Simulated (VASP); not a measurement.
**A VASP 6.6.1 single-point calculation on SrTiO3**

INCAR

```
ISMEAR = -1
LMAXMIX = 4
LWAVE = .FALSE.
NSW = 0
IBRION = -1
LASPH = .FALSE.
LREAL = .FALSE.
ENCUT = 520
GGA = PE
EDIFF = 1E-7
LDAUTYPE = 2
LDAU = .TRUE.
PREC = Accurate
ISIF = 2
SIGMA = 0.02
NELM = 120
AMIX = 0.8
LDAUU = 0 3.0 0
NBANDS = 28
LDAUJ = 0 0 0
LDAUL = -1 2 -1
LCHARG = .FALSE.
```

KPOINTS

```
KPOINTS created by Atomic Simulation Environment
0
Gamma
6 6 6
0 0 0
```

POSCAR

```
Sr Ti O
 1.0000000000000000
     3.9459200166000001    0.0000000000000000    0.0000000000000000
     0.0000000000000000    3.9459200166000001    0.0000000000000000
     0.0000000000000000    0.0000000000000000    3.9459200166000001
 Sr  Ti  O
   1   1   3
Cartesian
  0.0000000000000000  0.0000000000000000  0.0000000000000000
  1.9729600083000001  1.9729600083000001  1.9729600083000001
  1.9729600083000001  1.9729600083000001  0.0000000000000000
  1.9729600083000001  0.0000000000000000  1.9729600083000001
  0.0000000000000000  1.9729600083000001  1.9729600083000001
```

The recommended PBE PAW datasets give the neutral cell 40 valence electrons.

Command

```
mpirun -np 1 vasp_std
```

OSZICAR

```
N       E                     dE             d eps       ncg     rms          rms(c)
DAV:   1     0.439937515107E+03    0.43994E+03   -0.21382E+04  1120   0.158E+03
DAV:   2    -0.390991671118E+01   -0.44385E+03   -0.42423E+03  1320   0.444E+02
DAV:   3    -0.470344998328E+02   -0.43125E+02   -0.42859E+02  1524   0.135E+02
DAV:   4    -0.491551949827E+02   -0.21207E+01   -0.21162E+01  1712   0.253E+01
DAV:   5    -0.492104844456E+02   -0.55289E-01   -0.55281E-01  1572   0.338E+00    0.260E+01
DAV:   6    -0.769747493809E+02   -0.27764E+02   -0.38831E+02  1516   0.128E+02    0.684E+01
DAV:   7    -0.410443092293E+02    0.35930E+02   -0.29473E+02  1456   0.138E+02    0.150E+01
DAV:   8    -0.399234406564E+02    0.11209E+01   -0.19212E+01  1356   0.296E+01    0.102E+01
DAV:   9    -0.380665335066E+02    0.18569E+01   -0.59479E+00  1600   0.228E+01    0.389E+00
DAV:  10    -0.381107958260E+02   -0.44262E-01   -0.57829E-01  1424   0.448E+00    0.208E+00
DAV:  11    -0.380599430959E+02    0.50853E-01   -0.22753E-01  1308   0.642E+00    0.181E+00
DAV:  12    -0.380599637401E+02   -0.20644E-04   -0.45197E-02  1432   0.125E+00    0.624E-01
DAV:  13    -0.380576066622E+02    0.23571E-02   -0.70013E-03  1396   0.636E-01    0.254E-01
DAV:  14    -0.380575116841E+02    0.94978E-04   -0.54997E-04  1460   0.147E-01    0.109E-01
DAV:  15    -0.380572055951E+02    0.30609E-03   -0.50843E-04  1268   0.272E-01    0.228E-02
DAV:  16    -0.380571960434E+02    0.95517E-05   -0.46454E-05  1672   0.672E-02    0.742E-03
DAV:  17    -0.380571962210E+02   -0.17755E-06   -0.68529E-06  1284   0.259E-02    0.105E-02
DAV:  18    -0.380571954800E+02    0.74101E-06   -0.14500E-06  1396   0.138E-02    0.230E-03
DAV:  19    -0.380571953396E+02    0.14036E-06   -0.25820E-07  1232   0.364E-03    0.811E-04
DAV:  20    -0.380571953315E+02    0.81409E-08   -0.24977E-08   712   0.156E-03
   1 F= -.38057195E+02 E0= -.38057195E+02  d E =-.777802E-12
```

From OUTCAR

```
k-points           NKPTS =     20   k-points in BZ     NKDIM =     20   number of bands    NBANDS=     28

   NELECT =      40.0000    total number of electrons

   dimension x,y,z NGX =    30 NGY =   30 NGZ =   30
   dimension x,y,z NGXF=    60 NGYF=   60 NGZF=   60

  energy-cutoff  :      520.00
  volume of cell :       61.44
      direct lattice vectors                 reciprocal lattice vectors
     3.945920017  0.000000000  0.000000000     0.253426323  0.000000000  0.000000000
     0.000000000  3.945920017  0.000000000     0.000000000  0.253426323  0.000000000
     0.000000000  0.000000000  3.945920017     0.000000000  0.000000000  0.253426323

 k-points in reciprocal lattice and weights: KPOINTS created by Atomic Simulation Env
   0.00000000  0.00000000  0.00000000       0.005
   0.16666667  0.00000000  0.00000000       0.028
   0.33333333  0.00000000  0.00000000       0.028
   0.50000000  0.00000000  0.00000000       0.014
   0.16666667  0.16666667  0.00000000       0.056
   0.33333333  0.16666667  0.00000000       0.111
   0.50000000  0.16666667  0.00000000       0.056
   0.33333333  0.33333333  0.00000000       0.056
   ...

 E-fermi :   4.4986

 k-point     1 :       0.0000    0.0000    0.0000
  band No.  band energies     occupation
      1     -53.3684      2.00000
      2     -29.5578      2.00000
      3     -29.5578      2.00000
      4     -29.5578      2.00000
      5     -28.8712      2.00000
      6     -13.3490      2.00000
      7     -12.3447      2.00000
      8     -12.3447      2.00000
      9     -10.8561      2.00000
     10     -10.8561      2.00000
     11     -10.8561      2.00000
     12       1.1275      2.00000
     13       1.1275      2.00000
     14       1.1275      2.00000
     15       2.8860      2.00000
     16       2.8860      2.00000
     17       2.8860      2.00000
     18       3.5968      2.00000
     19       3.5968      2.00000
     20       3.5968      2.00000
     21       6.1841      0.00000
     22       6.1841      0.00000
     23       6.1841      0.00000
     24       8.1227      0.00000
     25       8.1227      0.00000
     26       9.3645      0.00000
     27       9.3645      0.00000
     28       9.9109      0.00000

 k-point     2 :       0.1667    0.0000    0.0000
  band No.  band energies     occupation
      1     -53.3681      2.00000
      2     -29.5748      2.00000
      3     -29.5573      2.00000
      4     -29.5573      2.00000
      5     -28.8629      2.00000
      6     -13.3625      2.00000
      7     -12.3588      2.00000
      8     -12.3358      2.00000
      9     -10.8455      2.00000
     10     -10.8455      2.00000
     11     -10.6896      2.00000
     12       0.8001      2.00000
     13       1.1229      2.00000
     14       1.1229      2.00000
     15       2.5851      2.00000
     16       2.5851      2.00000
     17       2.6657      2.00000
     18       2.8873      2.00000
     19       3.4595      2.00000
     20       3.4595      2.00000
     21       6.2265      0.00000
     22       6.6995      0.00000
     23       6.6995      0.00000
     24       8.1259      0.00000
     25       8.8158      0.00000
     26       9.7863      0.00000
     27       9.8189      0.00000
     28      10.5572      0.00000

 ...

  Total        0.7615003      0.7615003      0.7615003     -0.0000000     -0.0000000      0.0000000
  in kB       19.8580143     19.8580143     19.8580143     -0.0000000     -0.0000000      0.0000000
  external PRESSURE =      19.8580143 kB  Pullay stress =       0.0000000 kB

 POSITION                                       TOTAL-FORCE (eV/Angst)
 -----------------------------------------------------------------------------------
      0.00000      0.00000      0.00000         0.000000      0.000000      0.000000
      1.97296      1.97296      1.97296         0.000000      0.000000      0.000000
      1.97296      1.97296      0.00000         0.000000      0.000000      0.000000
      1.97296      0.00000      1.97296         0.000000      0.000000      0.000000
      0.00000      1.97296      1.97296         0.000000      0.000000      0.000000
 -----------------------------------------------------------------------------------
    total drift:                                0.000000      0.000000     -0.000000

  FREE ENERGIE OF THE ION-ELECTRON SYSTEM (eV)
  ---------------------------------------------------
  free  energy   TOTEN  =       -38.0571953315 eV

  energy  without entropy=      -38.0571953315  energy(sigma->0) =      -38.05719533
```

It converged. Results: gap between bands v and c on the k mesh 2.17 eV; least direct gap on the k mesh 2.59 eV; pressure 2.0 GPa. Band v is the last that the valence electrons fill when counted band by band, and c is the next.

For comparison, a separate PBE run of the intended cell, on usual settings and not on those above, gives a gap of 1.80 eV on its mesh and a pressure of -0.6 GPa.

The run above took about 47 s on one core of a shared host (Intel Xeon Platinum 8488C) and held 0.19 GiB at most.
